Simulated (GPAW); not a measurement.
A run of GPAW 26.7.0 is set up as follows.

File run.py:

```python
from ase import Atoms
from ase.dft.bandgap import bandgap
from ase.io import write
from ase.units import GPa
from gpaw import GPAW, PW, setup_paths

setup_paths.insert(0, '.')

atoms = Atoms(['Ag', 'Cl'],
              cell=[[0.0, 2.735, 2.735],
                    [2.735, 0.0, 2.735],
                    [2.735, 2.735, 0.0]],
              scaled_positions=[[-0.017198, 0.011295, -0.004485],
                                [0.496284, 0.509075, 0.50356]],
              pbc=True)

calc = GPAW(mode=PW(600),
            xc='PBEsol',
            kpts={'size': (8, 8, 8), 'gamma': True},
            occupations={'name': 'fermi-dirac', 'width': 0.05},
            nbands=23,
            convergence={'density': 1e-05, 'energy': 1e-05},
            maxiter=150,
            txt='gpaw.txt')
atoms.calc = calc
energy = atoms.get_potential_energy()
forces = atoms.get_forces()
stress = atoms.get_stress()
calc.write('gs.gpw')
write('result.traj', atoms)
print(f'Energy: {energy:.6f} eV')
print('Forces (eV/A):')
print(forces.round(4))
print('Stress (GPa):', (stress / GPa).round(3))
print('Fermi level:', round(calc.get_fermi_level(), 4), 'eV')
print(f'Gap: {bandgap(calc)[0]:.4f} eV, direct: {bandgap(calc, direct=True)[0]:.4f} eV')
```

Potentials or basis: PAW data sets generated in the run's folder for this functional, pw.

Run with:

```bash
$ gpaw-setup -f PBEsol Ag Cl
$ OMP_NUM_THREADS=1 python run.py
```

Problem. What does it give for the largest force?

Solution. 0.086 eV/Å.

Problem. Predict the band gap on the k mesh.

Solution. 0.70 eV, indirect (least direct gap 3.02 eV).

Problem. What does it give for the pressure?

Solution. -0.5 GPa.

Stress tensor (GPa, compression positive):
```
-0.57 -0.02 -0.01
-0.02 -0.39 -0.03
-0.01 -0.03 -0.53
```

A k mesh can miss the band edges.
